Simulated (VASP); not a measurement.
A run of VASP 6.6.1 is set up as follows.

The input POSCAR:

```
LiF
1.0
    0.0000000000      2.0140000000      2.0140000000
    2.0140000000      0.0000000000      2.0140000000
    2.0140000000      2.0140000000      0.0000000000
F Li
1 1
Direct
    0.5000000000      0.5000000000      0.5000000000
    0.0000000000      0.0000000000      0.0000000000
```

File INCAR.step1:

```
PREC = Accurate ; ENCUT = 520
EDIFF = 1E-5 ; ISMEAR = -1
SIGMA = 0.05 ; LREAL = F
LASPH = T ; NELM = 60
ALGO = Normal ; ISIF = 2
LWAVE = T ; LCHARG = F
GGA = PE
```

The input INCAR.step2:

```
PREC = Accurate ; ENCUT = 520
EDIFF = 1E-6 ; ISMEAR = -1
SIGMA = 0.05 ; LREAL = F
LASPH = T ; NELM = 60
ALGO = Normal ; ISIF = 2
LWAVE = F ; LCHARG = F
METAGGA = R2SCAN ; LHFCALC = T
AEXX = 0.1 ; LMIXTAU = T
PRECFOCK = Fast ; HFRCUT = -1
ISTART = 1
```

KPOINTS

```
regular mesh
0
Gamma
  6 6 6
```

File KPOINTS_OPT:

```
path GXWKGLUWLK,UX
12
line-mode
reciprocal
 0.0000000000  0.0000000000  0.0000000000  G
 0.5000000000  0.0000000000  0.5000000000  X

 0.5000000000  0.0000000000  0.5000000000  X
 0.5000000000  0.2500000000  0.7500000000  W

 0.5000000000  0.2500000000  0.7500000000  W
 0.3750000000  0.3750000000  0.7500000000  K

 0.3750000000  0.3750000000  0.7500000000  K
 0.0000000000  0.0000000000  0.0000000000  G

 0.0000000000  0.0000000000  0.0000000000  G
 0.5000000000  0.5000000000  0.5000000000  L

 0.5000000000  0.5000000000  0.5000000000  L
 0.6250000000  0.2500000000  0.6250000000  U

 0.6250000000  0.2500000000  0.6250000000  U
 0.5000000000  0.2500000000  0.7500000000  W

 0.5000000000  0.2500000000  0.7500000000  W
 0.5000000000  0.5000000000  0.5000000000  L

 0.5000000000  0.5000000000  0.5000000000  L
 0.3750000000  0.3750000000  0.7500000000  K

 0.6250000000  0.2500000000  0.6250000000  U
 0.5000000000  0.0000000000  0.5000000000  X
```

Potentials or basis: VASP PAW PBE potentials, release 64 (F, Li_sv).

Run with:

```sh
$ cat potpaw_PBE.64/F/POTCAR potpaw_PBE.64/Li_sv/POTCAR > POTCAR
$ cp INCAR.step1 INCAR
$ mpirun -np 1 vasp_std > vasp.out
$ cp INCAR.step2 INCAR
$ mpirun -np 1 vasp_std > vasp.out
```

(1) What does it give for the band gap along the path?

(2) Predict the band gap on the k mesh.

## Answers

(1) 11.32 eV, direct.

(2) 11.32 eV, direct.

Caveat: the k mesh is coarse (spacing up to 0.45 Å⁻¹), so the values aren't converged, least of all with exact exchange.
